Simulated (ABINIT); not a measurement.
Pt:

```xyz
1
Lattice="0.0000 1.9609 1.9609 1.9609 0.0000 1.9609 1.9609 1.9609 0.0000" Properties=species:S:1:pos:R:3 pbc="T T T"
Pt    0.0000    0.0000    0.0000
```

Base run:

- Program: ABINIT 10.8.3 (patched build)
- Functional: rPW86PBE
- Potentials or basis: JTH PAW PBE v2.0
- Cutoff: 435 eV
- k mesh: 12 × 12 × 12
- Occupations: fermi-dirac, width 0.05 eV
- Spin: no spin polarisation

Its results: band gap on the k mesh none (metal or under the smearing width); pressure 26.2 GPa.

Problem. The run is repeated on the same cell with these changes: functional from rPW86PBE to PBEsol; potentials or basis from JTH PAW PBE v2.0 to PseudoDojo NC SR PBEsol v0.4 stringent; cutoff from 435 eV to 1143 eV; valence electrons from 10 to 18. What comes out?

Solution. Band gap on the k mesh none (metal or under the smearing width); pressure -1.2 GPa.

Caveats: spin-orbit coupling is left out, which moves the levels of the heavy elements; so large a pressure means that the cell lies far from this level's equilibrium, or that cutoff or potentials fall short (some runs); the potentials were made for another functional, which shifts forces and pressure (some runs).
